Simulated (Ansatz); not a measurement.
Crystal: AlCu3.

```xyz
4
Lattice="0.0000 2.8880 2.8880 2.8880 0.0000 2.8880 2.8880 2.8880 0.0000" Properties=species:S:1:pos:R:3 pbc="T T T"
Cu    4.3320    4.3320    4.3320
Cu    1.4440    1.4440    1.4440
Cu    2.8880    2.8880    2.8880
Al    0.0000    0.0000    0.0000
```

The cell comes from a database or a generator and needn't be the stable form of this composition.

Program: Ansatz 0.2.0. Alike in all runs: task projected density of states; potentials or basis Ansatz PAW; no spin polarisation; cell as given; k mesh 5 × 5 × 5; smearing fermi-dirac 0.05 eV; the mesh is coarse, so values aren't converged. Hardware: 2 threads of Arm Neoverse V1, on a shared host.

Question: Order these runs on this cell by their wall time, lowest first.
A. level LDA; cutoff (eV) 420
B. level r2SCAN0; cutoff (eV) 500
C. level r2SCAN; cutoff (eV) 500

Answer: A (2.2 s), C (4.5 s), B (40 s).

Caveats: all runs use coarse meshes.
